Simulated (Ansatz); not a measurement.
# TiSe (P6_3/mmc) in Ansatz: convergence with k mesh

Aim: find how far k mesh must go before the results for TiSe settle, at r2SCAN+U. This setting moves, with any that are tied to it; all else stays.

Program: Ansatz 0.2.0. These are calculated values, not measurements. Logs are shortened: lines on timing, memory, paths and dates and some standing lists are left out, and cuts for length are marked.

## Step 1: Starting point

It takes space group P6_3/mmc (No. 194, hexagonal). The conventional cell has a = 3.559 Å, b = 3.559 Å, c = 6.220 Å, α = 90.00°, β = 90.00°, γ = 120.00°. Se (site symmetry -6m2) has 6 Ti at 2.58 Å as nearest neighbours. Ti (site symmetry -3m) is surrounded by 6 Se at 2.58 Å.

## Step 2: With k mesh 3 × 3 × 2

File input.yaml:

```yaml
crystal:
  lattice:
    - [3.559, 0.0, 0.0]
    - [-1.7795, 3.0821844121, 0.0]
    - [0.0, 0.0, 6.22]
  atoms:
    - { symbol: Se, position: [0.6666666667, 0.3333333333, 0.75] }
    - { symbol: Se, position: [0.3333333333, 0.6666666667, 0.25] }
    - { symbol: Ti, position: [0.0, 0.0, 0.5] }
    - { symbol: Ti, position: [0.0, 0.0, 0.0] }
hamiltonian:
  xc: r2scan
  pseudopotentials: { kind: nc, accuracy: standard }
  hubbard: { sites: [{ species: Ti, l: d, u_eff: 7.0 }] }
kpoints:
  mp_grid: { grid: [3, 3, 2] }
scf:
  occupations: { method: methfessel_paxton, width: 0.05 }
output:
  forces: true
  stress: true
  eigenvalues: true
```

Potentials or basis: PseudoDojo standard (PBE files).

Command:

```bash
> ansatz run input.yaml --threads 2 --pin off --max-ram 5632MiB --backend cpu --events-out ev --progress --plain --runs-dir out
```

Standard output:

```text
Warning: hamiltonian.xc reads the kinetic-energy density τ on the library's norm-conserving files, and those of Se, Ti were made for PBE. This build holds files of Se, Ti that were made for r²SCAN, which a deck under this functional can read where it names no table (hamiltonian.pseudopotentials.accuracy or source), types no xc_functional and has no exact exchange, max_exx_coeff or level of output.embedding that keeps them out. To compare such runs, type hamiltonian.pseudopotentials: {kind: paw, frozen_core: stored} on both or, where PAW refuses one, {kind: nc, accuracy: standard}
Warning: RAYON_NUM_THREADS=2 ignored (pool sized by the plan → 2); use --threads N
Engine: ansatz 0.2.0, aarch64-unknown-linux-gnu
Pseudopotentials: kind: nc
Pseudopotential: Se, nc, valence charge 16, recommended cutoff 1170.089609 eV (normal), Se.nc.azcp (PseudoDojo's, or run here from an input of PseudoDojo's; its table is named by hamiltonian.pseudopotentials.accuracy)
Pseudopotential: Ti, nc, valence charge 12, recommended cutoff 1142.878222 eV (normal), Ti.nc.azcp (PseudoDojo's, or run here from an input of PseudoDojo's; its table is named by hamiltonian.pseudopotentials.accuracy)
Functional definition: r2SCAN
  parameter k0 = 0.174
  parameter k1 = 0.065
  parameter a1 = 4.9479
  exchange = r2scan_x(k0 = k0, k1 = k1, a1 = a1)
  correlation = r2scan_c
Crystal: 4 atoms, lattice volume = 68.230 Å³
Basis set: ecut = 1170.089609 eV, 6179 PW (Γ), exchange–correlation on 160×160×288 points (64 copies of the dense FFT grid, shifted against one another)
Bands: 34, of which v1, the nominal top of the filled ones, is band 28 counted from 1 (27 counted from 0)
Symmetry: 24 space group operations
Space group: P63/mmc (ITA 194), of the structure as read, at distance tolerance 4.1e-5 Å
k-points: 6 of 18
Non-local potential: Se, projectors of the file, l = 0: 2, l = 1: 2, l = 2: 2
Non-local potential: Ti, projectors of the file, l = 0: 2, l = 1: 2, l = 2: 2
Initial density: superposition of atomic densities (chi_scale 0.1, normalization cell, long waves of neutral atoms under a Hubbard term (reshape's long-wave potential 0.00 eV rms, cloud 2.80 Å wide))
Initial wavefunctions: pseudopotential atomic-orbital guess
Functional: x = r2scan, c = r2scan; τ floored in thin density (d = 2e-4 eV/Å³)
iter 1 solved again at ethr=2.68e-3 eV; its pass at ethr=3.10e-3 eV (dr2=1.50e0 eV) is discarded
SCF iter   1: F=—  HF=-9895.625496 eV  |F-HF|=—  |Δ(HF+E_count)|=         —  Δρ=5.45e-2  dr2=1.51e0  dr2_τ=7.61e-1  ethr=2.68e-3  ⟨swp⟩=1.0  Hψ=1099  notcnv=0
preconditioner: auto → Resta (q_TF=auto, 2.640 Å⁻¹)  ε∞=7.5  [insulator: Δε(μ)=0.082 eV  Ē_g=7.915 eV  σ=0.050 eV  W_gap=0.89  n_scr=22 (ndim 8)  ℏωp=20.1 eV  f_vac=0.000  D(μ)=7.78/eV (n_scr^D=110)  ε∞_Penn≈7.5]
SCF iter   2: F=—  HF=-9896.050979 eV  |F-HF|=—  |Δ(HF+E_count)|=   4.25e-1  S|Δr|=    0.00e0  Δρ=2.94e-2  dr2=3.74e-1  dr2_τ=3.46e-1  ethr=2.68e-3  ⟨swp⟩=3.0  Hψ=308  notcnv=0
SCF iter   3: F=—  HF=-9896.324828 eV  |F-HF|=—  |Δ(HF+E_count)|=   2.74e-1  S|Δr|=    0.00e0  Δρ=1.15e-2  dr2=5.74e-2  dr2_τ=6.70e-2  ethr=6.69e-4  ⟨swp⟩=3.5  Hψ=559  notcnv=0
[... 15 lines left out ...]
SCF iter  19: F=—  HF=-9896.353264 eV  |F-HF|=—  |Δ(HF+E_count)|=   5.77e-7  S|Δr|=    0.00e0  Δρ=4.59e-5  dr2=3.02e-7  dr2_τ=3.18e-7  ethr=4.91e-9  ⟨swp⟩=2.0  Hψ=268  notcnv=0  defer=5
SCF iter  20: F=—  HF=-9896.353264 eV  |F-HF|=—  |Δ(HF+E_count)|=   3.60e-8  S|Δr|=    0.00e0  Δρ=3.03e-5  dr2=1.28e-7  dr2_τ=3.18e-7  ethr=5.39e-10  ⟨swp⟩=2.0  Hψ=261  notcnv=0  defer=5
SCF iter  21: F=-9896.353264 eV  HF=-9896.353264 eV  |F-HF|=9.44e-8  |Δ(HF+E_count)|=   5.77e-8  S|Δr|=    0.00e0  Δρ=1.43e-5  dr2=2.88e-8  dr2_τ=6.95e-9  ethr=1.79e-10  ⟨swp⟩=8.5  Hψ=881  notcnv=0
SCF 1 converged in 21 iterations: F = -9896.353264 eV  dr2 = 2.88e-8
SCF converged after 21 iterations
Stability not checked: this state was not tested for a lower state beside it, because cold or Methfessel-Paxton smearing, or corrected tetrahedra, fill the levels in a way that the test cannot read (fill_not_monotonic; see scf.lower_state_search)
Free energy (F): -9896.353264 eV
Harris-Foulkes:  -9896.353264 eV  (|F-HF|=9.44e-8)
Internal energy: -9896.351637 eV  (E = F + TS)
E sigma→0 (E₀):  -9896.352858 eV
Entropy (-TS):   -0.001628 eV (-0.407 meV/atom)
Fermi energy:    15.785224 eV
Step filling:    the computed levels leave a gap of 0.0000 eV = 0.0 smearing widths at the electron count; against every level under it full and every level over it empty, smearing changes F+E_penalty+E_count by -1.955 meV and its σ→0 estimate by -1.548 meV
--- Per-component energies (eV) ---
  E_band       = -919.999951
  E_kinetic    = 5543.507766
  E_local      = -6786.538391  (includes V_loc(G=0)·N_el)
  E_nonlocal   = -2839.913960
  E_hartree    = 2337.013188
  E_xc         = -1878.523922
  E_vxc        = -1664.219043  (∫ρ·V_xc dr)
  E_hubbard    = 13.413911  (on-site DFT+U / exact-exchange correction)
  E_vhub       = 7.023361  (the Hubbard potential's part of the band-sum identity)
  E_vtau       = 146.111762  (kinetic-family band-sum trace: ∫τ·v_τ [+ j·A + Jᵃ·Aᵃ] dr)
  E_ewald      = -6285.310229
  E_smearing   = -0.001628  (= −TS)
  E_closure    = -0.000000  (closes the sum)
  Σ components = -9896.353264   (vs F -9896.353264, Δ=0.00e0)
--- Forces (eV/Å), atoms counted from 1 ---
  atom   1  Se    -0.00000000     0.00000000     0.00000000
  atom   2  Se     0.00000000    -0.00000000     0.00000000
  atom   3  Ti    -0.00000000    -0.00000000     0.00000000
  atom   4  Ti    -0.00000000    -0.00000000    -0.00000000
  max |Σ_I F_I| component: 6.94e-18 eV/Å
--- Stress (GPa, compression-positive) ---
        9.670911       0.000000       0.000000
       -0.000000       9.670911       0.000000
        0.000000       0.000000      17.759600
  P = ⅓ Tr σ = 12.3671 GPa (123.671 kbar)
--- Band table (eV; the first three rows and the last of 6) ---
  k-point 0: bands = ["-46.2864", "-46.2641", "-33.2569", "-33.2569", "-33.2558", "-33.2558", "-33.2398", "-33.2395", "-33.2269", "-33.2269", "-33.2258", "-33.2258", "-21.2023", "-21.2023", "-21.1803", "-21.1803", "-21.0447", "-20.8258", "-1.3585", "0.1272", "7.1552", "11.5644", "11.5644", "12.6373", "13.4183", "13.4183", "13.7829", "15.2775", "15.2775", "16.1261", "16.1261", "17.5082", "17.5082", "17.9524"]
  k-point 1: bands = ["-46.2766", "-46.2766", "-33.2563", "-33.2563", "-33.2563", "-33.2563", "-33.2397", "-33.2397", "-33.2263", "-33.2263", "-33.2263", "-33.2263", "-21.1912", "-21.1912", "-21.1912", "-21.1912", "-20.9352", "-20.9352", "-0.7147", "-0.7147", "9.3184", "9.3184", "12.2763", "12.2763", "12.2763", "12.2763", "15.7409", "15.7409", "15.7956", "15.7956", "15.7956", "15.7956", "18.9907", "18.9907"]
  k-point 2: bands = ["-46.2793", "-46.2612", "-33.2581", "-33.2577", "-33.2564", "-33.2555", "-33.2391", "-33.2387", "-33.2265", "-33.2259", "-33.2250", "-33.2244", "-21.2691", "-21.2367", "-21.2179", "-21.1923", "-21.0239", "-20.8163", "-0.2596", "0.5529", "8.6860", "8.7034", "9.6521", "11.1391", "11.2583", "11.8176", "13.9413", "15.7140", "16.3983", "16.7928", "16.9523", "17.7069", "17.8214", "18.6746"]
  k-point 5: bands = ["-46.2701", "-46.2701", "-33.2576", "-33.2576", "-33.2570", "-33.2570", "-33.2384", "-33.2384", "-33.2252", "-33.2252", "-33.2247", "-33.2247", "-21.2466", "-21.2466", "-21.2459", "-21.2459", "-20.9128", "-20.9128", "0.6566", "0.6566", "8.7437", "8.7437", "9.2497", "9.2497", "10.8141", "10.8141", "15.4131", "15.4131", "16.4452", "16.4452", "17.3250", "17.3250", "18.4062", "18.4062"]
Occupation matrices written to <dir>
```

Run time: 6.2 s. Hardware: 2 threads of Arm Neoverse V2, shared host; peak memory 0.76 GiB.

Results:

```
Free energy            : -9896.3533 eV
Pressure               : 12.4 GPa
Band gap on the k mesh : none (metal or under the smearing width)
```

## Step 3: With k mesh 4 × 4 × 2

input.yaml, as its differences from that of step 2:

```diff
@@ -15,3 +15,3 @@
 kpoints:
-  mp_grid: { grid: [3, 3, 2] }
+  mp_grid: { grid: [4, 4, 2] }
 scf:
```

Potentials or basis: PseudoDojo standard (PBE files).

Command:

```bash
> ansatz run input.yaml --threads 2 --pin off --max-ram 5632MiB --backend cpu --events-out ev --progress --plain --runs-dir out
```

It took 5.8 s on 2 threads of Arm Neoverse V2, shared host; peak memory 0.8 GiB.

What came out:

* Free energy: -9896.3410 eV
* Pressure: 12.1 GPa
* Band gap on the k mesh: none (metal or under the smearing width)

## Step 4: With k mesh 5 × 5 × 3

input.yaml, as its differences from that of step 3:

```diff
@@ -15,3 +15,3 @@
 kpoints:
-  mp_grid: { grid: [4, 4, 2] }
+  mp_grid: { grid: [5, 5, 3] }
 scf:
```

Command:

```bash
> ansatz run input.yaml --threads 2 --pin off --max-ram 5632MiB --backend cpu --events-out ev --progress --plain --runs-dir out
```

It took 8.6 s on 2 threads of Arm Neoverse V2, shared host; peak memory 0.83 GiB.

Results:

```
Free energy            : -9896.3580 eV
Pressure               : 12.1 GPa
Band gap on the k mesh : none (metal or under the smearing width)
```

## Step 5: With k mesh 6 × 6 × 3

input.yaml, as its differences from that of step 4:

```diff
@@ -15,3 +15,3 @@
 kpoints:
-  mp_grid: { grid: [5, 5, 3] }
+  mp_grid: { grid: [6, 6, 3] }
 scf:
```

Command:

```bash
> ansatz run input.yaml --threads 2 --pin off --max-ram 5632MiB --backend cpu --events-out ev --progress --plain --runs-dir out
```

Run time: 14 s. Hardware: 2 threads of Arm Neoverse V2, shared host; peak memory 0.87 GiB.

Results:

```
Free energy            : -9896.3499 eV
Pressure               : 12.1 GPa
Band gap on the k mesh : none (metal or under the smearing width)
```

## Step 6: With k mesh 8 × 8 × 4

input.yaml, as its differences from that of step 5:

```diff
@@ -15,3 +15,3 @@
 kpoints:
-  mp_grid: { grid: [6, 6, 3] }
+  mp_grid: { grid: [8, 8, 4] }
 scf:
```

Potentials or basis: PseudoDojo standard (PBE files).

Command:

```bash
> ansatz run input.yaml --threads 2 --pin off --max-ram 5632MiB --backend cpu --events-out ev --progress --plain --runs-dir out
```

Run time: 15 s. Hardware: 2 threads of Arm Neoverse V2, shared host; peak memory 1.1 GiB.

The run converged. Its results:

```
Free energy            : -9896.3297 eV
Pressure               : 12.1 GPa
Band gap on the k mesh : none (metal or under the smearing width)
```

## Step 7: With k mesh 10 × 10 × 5

input.yaml, as its differences from that of step 6:

```diff
@@ -15,3 +15,3 @@
 kpoints:
-  mp_grid: { grid: [8, 8, 4] }
+  mp_grid: { grid: [10, 10, 5] }
 scf:
```

Command:

```bash
> ansatz run input.yaml --threads 2 --pin off --max-ram 5632MiB --backend cpu --events-out ev --progress --plain --runs-dir out
```

Wall time 22 s (2 threads of Arm Neoverse V2, shared host); peak memory 1.2 GiB.

Results (log left out):

| Quantity | Value |
| --- | --- |
| Free energy | -9896.3427 eV |
| Pressure | 12.2 GPa |
| Band gap on the k mesh | none (metal or under the smearing width) |

## Step 8: With k mesh 12 × 12 × 6

input.yaml, as its differences from that of step 7:

```diff
@@ -15,3 +15,3 @@
 kpoints:
-  mp_grid: { grid: [10, 10, 5] }
+  mp_grid: { grid: [12, 12, 6] }
 scf:
```

Command:

```bash
> ansatz run input.yaml --threads 2 --pin off --max-ram 5632MiB --backend cpu --events-out ev --progress --plain --runs-dir out
```

Run time: 34 s. Hardware: 2 threads of Arm Neoverse V2, shared host; peak memory 1.6 GiB.

Results (log left out):

```
Free energy            : -9896.3395 eV
Pressure               : 12.2 GPa
Band gap on the k mesh : none (metal or under the smearing width)
```

## Step 9: With k mesh 14 × 14 × 7

input.yaml, as its differences from that of step 8:

```diff
@@ -15,3 +15,3 @@
 kpoints:
-  mp_grid: { grid: [12, 12, 6] }
+  mp_grid: { grid: [14, 14, 7] }
 scf:
```

Potentials or basis: PseudoDojo standard (PBE files).

Command:

```bash
> ansatz run input.yaml --threads 2 --pin off --max-ram 5632MiB --backend cpu --events-out ev --progress --plain --runs-dir out
```

Run time: 40 s. Hardware: 2 threads of Arm Neoverse V2, shared host; peak memory 1.8 GiB.

Results (log left out):

* Free energy: -9896.3386 eV
* Pressure: 12.2 GPa
* Band gap on the k mesh: none (metal or under the smearing width)

## Step 10: Summary

```
     k mesh  energy less the tightest run, at zero smearing (meV/atom)  pressure (GPa)  SCF cycles  CPU time (s)  peak memory (GiB)
  3 × 3 × 2                                                      -3.62           12.37          21            12               0.76
  4 × 4 × 2                                                      -0.60           12.08          14            11                0.8
  5 × 5 × 3                                                      -4.85           12.14          21            17               0.83
  6 × 6 × 3                                                      -2.79           12.10          29            28               0.87
  8 × 8 × 4                                                       2.23           12.13          13            30                1.1
10 × 10 × 5                                                      -1.10           12.21          13            43                1.2
12 × 12 × 6                                                      -0.23           12.21          12            67                1.6
14 × 14 × 7                                                       0.00           12.17          11            79                1.8
```

Against the tightest run, the energy stays within 1 meV/atom from 12 × 12 × 6 on; the pressure stays within 0.1 GPa from 4 × 4 × 2 on. Meshes of other sizes hit other points, so gaps and Fermi surfaces needn't settle smoothly. The tightest run that finished is the yardstick and may itself not be fully converged.

Caveats: the meta-GGA runs on potentials made for a GGA; the potentials were made for another functional, which shifts forces and pressure; U without spin polarisation on a metal has little footing.
